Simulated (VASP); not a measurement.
InSb (rocksalt), r²SCAN relaxation of cell and atoms: Ansatz's output and VASP's

Start cell

```
CELL_PARAMETERS angstrom
0.00000 3.07278 3.07278
3.07278 0.00000 3.07278
3.07278 3.07278 0.00000
ATOMIC_POSITIONS crystal
In 0.00000 0.00000 0.00000
Sb 0.50000 0.50000 0.50000
```

Ansatz printed

```
basis re-selected at this cell: Δ(F+E_penalty+E_count) = +1.247e-4 eV, ΔP = -0.004 GPa vs the last step (what re-selecting the basis moved, of the pressure what is left beyond the Pulay correction that the steps carried, after the strain that the cell walked since its last selection, with what the two solves' SCF thresholds leave and, on support functions, any second-order correction that the steps lacked; it is no measure of the basis error at this ecutwfc). This SCF's stress stands 1.56e-2 GPa from its target on what of the cell is left free (relax.cell.stress_tol is 5.00e-2 GPa) and its largest allowed force component is 3.00e-29 eV/Å (relax.f_tol is 5.00e-3 eV/Å): within both
SCF converged after 6 iterations
Free energy (F): -12111.055202 eV
Harris-Foulkes:  -12111.055202 eV  (|F-HF|=0.00e0)
Internal energy: -12111.052207 eV  (E = F + TS)
E sigma→0 (E₀):  -12111.053704 eV
Entropy (-TS):   -0.002996 eV (-1.498 meV/atom)
Fermi energy:    9.709311 eV
--- Per-component energies (eV) ---
  E_band       = -212.135043
  E_kinetic    = 448.600269
  E_local      = -2697.036842  (includes V_loc(G=0)·N_el)
  E_nonlocal   = 730.798592
  E_hartree    = 1159.941554
  E_xc         = -328.085314
  E_vxc        = -209.107832  (∫ρ·V_xc dr)
  E_paw        = -8786.242596  (= ΣΔE_a)
  E_vpaw       = -819.539406  (= ΣTr[D̂ρ^β])
  E_aug_tail   = 0.000007  (compensation charges beyond the density's cutoff)
  E_vtau       = 14.267056  (kinetic-family band-sum trace: ∫τ·v_τ [+ j·A + Jᵃ·Aᵃ] dr)
  E_ewald      = -2640.499459
  E_core_change = 1.471583  (= ΣΔE_core)
  E_smearing   = -0.002996  (= −TS)
  E_closure    = 0.000000  (closes the sum)
  Σ components = -12111.055202   (vs F -12111.055202, Δ=0.00e0)
--- Forces (eV/Å), atoms counted from 1 ---
  atom   1  In    -0.00000000     0.00000000     0.00000000
  atom   2  Sb     0.00000000    -0.00000000     0.00000000
  max |Σ_I F_I| component: 5.78e-29 eV/Å
--- Stress (GPa, compression-positive) ---
        0.015600      -0.000000       0.000000
       -0.000000       0.015600      -0.000000
        0.000000      -0.000000       0.015600
  P = ⅓ Tr σ = 0.0156 GPa (0.156 kbar)
--- Relaxed structure (3 steps of the walk, 3 accepted, 1 SCFs on fresh bases) ---
  F+E_penalty+E_count = -12111.05520235 eV   max|allowed force component| = 2.998e-29 eV/Å   (the final SCF, on the basis selected at the relaxed cell)
  cell:  # Å, volume = 56.3116 Å³
    - [-2.6113781668589895e-34, 3.04221064558518, 3.04221064558518]
    - [3.04221064558518, 6.769999809445236e-34, 3.04221064558518]
    - [3.04221064558518, 3.04221064558518, 9.381377976304227e-34]
  atoms:
    - { symbol: In, position: [1.3580048870768354e-34, -1.1490810582959865e-34, -1.3580048870769897e-34] }
    - { symbol: Sb, position: [0.5, 0.5, 0.5] }
```

Each program uses its own PAW datasets. VASP's cell holds 18 valence electrons and Ansatz's 28.

Problem. What does VASP give for the same cell and level of theory?

Solution. relaxed cell vector lengths 4.306, 4.306, 4.306 Å; relaxed cell volume 56.45 Å³.

From OUTCAR

```
k-points           NKPTS =     16   k-points in BZ     NKDIM =     16   number of bands    NBANDS=     16

   NELECT =      18.0000    total number of electrons

   dimension x,y,z NGX =    36 NGY =   36 NGZ =   36
   dimension x,y,z NGXF=    72 NGYF=   72 NGZF=   72

  energy-cutoff  :      600.00
  volume of cell :       56.45
      direct lattice vectors                 reciprocal lattice vectors
    -0.000000000  3.044655604  3.044655604    -0.164222186  0.164222186  0.164222186
     3.044655604  0.000000000  3.044655604     0.164222186 -0.164222186  0.164222186
     3.044655604  3.044655604  0.000000000     0.164222186  0.164222186 -0.164222186

 k-points in reciprocal lattice and weights: KPOINTS created by Atomic Simulation Env
   0.00000000  0.00000000  0.00000000       0.005
   0.16666667  0.00000000  0.00000000       0.037
   0.33333333  0.00000000  0.00000000       0.037
   0.50000000  0.00000000  0.00000000       0.019
   0.16666667  0.16666667  0.00000000       0.028
   0.33333333  0.16666667  0.00000000       0.111
   0.50000000  0.16666667  0.00000000       0.111
  -0.33333333  0.16666667  0.00000000       0.111
   ...

 E-fermi :   6.9213

 k-point     1 :       0.0000    0.0000    0.0000
  band No.  band energies     occupation
      1      -8.2658      2.00000
      2      -8.2658      2.00000
      3      -8.2248      2.00000
      4      -8.2248      2.00000
      5      -8.2248      2.00000
      6      -4.7266      2.00000
      7       6.6996      1.99997
      8       6.6996      1.99997
      9       6.6996      1.99997
     10       6.8944      1.58721
     11      13.3344      0.00000
     12      13.3344      0.00000
     13      13.3344      0.00000
     14      13.3734      0.00000
     15      13.3734      0.00000
     16      13.3734      0.00000

 k-point     2 :       0.1667    0.0000    0.0000
  band No.  band energies     occupation
      1      -8.2741      2.00000
      2      -8.2741      2.00000
      3      -8.2249      2.00000
      4      -8.2182      2.00000
      5      -8.2181      2.00000
      6      -4.4097      2.00000
      7       4.0177      2.00000
      8       6.7473      1.99967
      9       6.7473      1.99967
     10       8.8747      0.00000
     11      11.8405      0.00000
     12      11.8405      0.00000
     13      12.0559      0.00000
     14      13.5117      0.00000
     15      14.0491      0.00000
     16      14.0491      0.00000

 k-point     3 :       0.3333    0.0000    0.0000
  band No.  band energies     occupation
      1      -8.2930      2.00000
      2      -8.2930      2.00000
      3      -8.2260      2.00000
      4      -8.2027      2.00000
      5      -8.2027      2.00000
      6      -3.5306      2.00000
      7       1.4351      2.00000
      8       6.9428      0.50925
      9       6.9428      0.50921
     10       9.4202      0.00000
     11      10.1633      0.00000
     12      10.1633      0.00000
     13      10.9462      0.00000
     14      15.1613      0.00000
     15      15.7693      0.00000
     16      15.7693      0.00000

 k-point     4 :       0.5000    0.0000    0.0000
  band No.  band energies     occupation
      1      -8.3028      2.00000
      2      -8.3028      2.00000
      3      -8.2270      2.00000
      4      -8.1945      2.00000
      5      -8.1945      2.00000
      6      -2.7560      2.00000
      7       0.0612      2.00000
      8       7.1334      0.00005
      9       7.1334      0.00005
     10       9.4316      0.00000
     11       9.4316      0.00000
     12       9.4365      0.00000
     13      10.4931      0.00000
     14      17.6984      0.00000
     15      17.8621      0.00000
     16      17.8621      0.00000

 k-point     5 :       0.1667    0.1667    0.0000
  band No.  band energies     occupation
      1      -8.2951      2.00000
      2      -8.2606      2.00000
      3      -8.2299      2.00000
      4      -8.2140      2.00000
      5      -8.2139      2.00000
      6      -4.2962      2.00000
      7       4.3453      2.00000
      8       5.9941      2.00000
      9       5.9941      2.00000
     10       9.0558      0.00000
     11      10.8298      0.00000
     12      11.9365      0.00000
     13      13.4236      0.00000
     14      13.4237      0.00000
     15      15.2604      0.00000
     16      15.2605      0.00000

 k-point     6 :       0.3333    0.1667    0.0000
  band No.  band energies     occupation
      1      -8.3230      2.00000
      2      -8.2683      2.00000
      3      -8.2300      2.00000
      4      -8.2045      2.00000
      5      -8.1994      2.00000
      6      -3.5813      2.00000
      7       2.3855      2.00000
      8       5.7058      2.00000
      9       5.9836      2.00000
     10       7.6083      0.00000
     11      11.5797      0.00000
     12      12.3636      0.00000
     13      12.5183      0.00000
     14      13.2931      0.00000
     15      16.6289      0.00000
     16      16.7684      0.00000

 ...

  Total        0.0056423      0.0056423      0.0056423      0.0000000      0.0000000      0.0000000
  in kB        0.1601472      0.1601472      0.1601472      0.0000000      0.0000000      0.0000000
  external PRESSURE =       0.1601472 kB  Pullay stress =       0.0000000 kB

 POSITION                                       TOTAL-FORCE (eV/Angst)
 -----------------------------------------------------------------------------------
      0.00000      0.00000      0.00000         0.000000      0.000000      0.000000
      3.04466      3.04466      3.04466        -0.000000     -0.000000      0.000000
 -----------------------------------------------------------------------------------
    total drift:                               -0.000000      0.000000      0.000000

  FREE ENERGIE OF THE ION-ELECTRON SYSTEM (eV)
  ---------------------------------------------------
  free  energy   TOTEN  =       -48.3814607435 eV

  energy  without entropy=      -48.3784641717  energy(sigma->0) =      -48.37996246
```
